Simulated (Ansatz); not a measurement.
From formation energies to a reaction energy: InSb4

All numbers below come from DFT PBE, scalar-relativistic, plane waves, PAW (Ansatz). Settings: cutoff 420 eV, Γ-centred meshes spaced at most about 0.3 Å⁻¹, and about 0.25 Å⁻¹ or finer for metals (2π included), Gaussian smearing. No spin polarisation.

The zero of energy is the elements' standard structures at the same level; no fitted shifts are applied.

These are static total energies at zero pressure. Spin–orbit coupling, which can matter for Sb, is left out.

A trial structure of InSb4 (reached from: random cell; relaxed: space group Im-3m (No. 229), a = 6.903 Å) has a formation energy of 0.348 eV/atom. At its composition the lowest mixture among the elements and 1 reference phase computed alike (others may be missing) consists of these:

```tsv
phase	source	ΔE_f (eV/atom)
Sb (solid)	element	-0.002
InSb (F-43m)	Materials Project	-0.128
```

The lowest database cell of Sb (-0.002) lies slightly below the reference, hence the non-zero entry.

Problem. Write the balanced decomposition and find its energy per atom, per formula unit and per mole of formula units.

Solution. Balancing In and Sb gives InSb4 → 3 Sb + InSb. The left side holds 5 atoms, and the products take 3/5 (Sb) and 2/5 (InSb) of them. The mixture therefore lies at 3/5 × (-0.002) + 2/5 × (-0.128) = -0.052 eV/atom. The reaction energy is -0.052 − (0.348) = -0.400 eV/atom. Times 5 atoms that is -2.000 eV per InSb4, and times 96.485 it is -193 kJ per mole of InSb4. Decomposition is downhill, so the trial structure is unstable against this mixture.
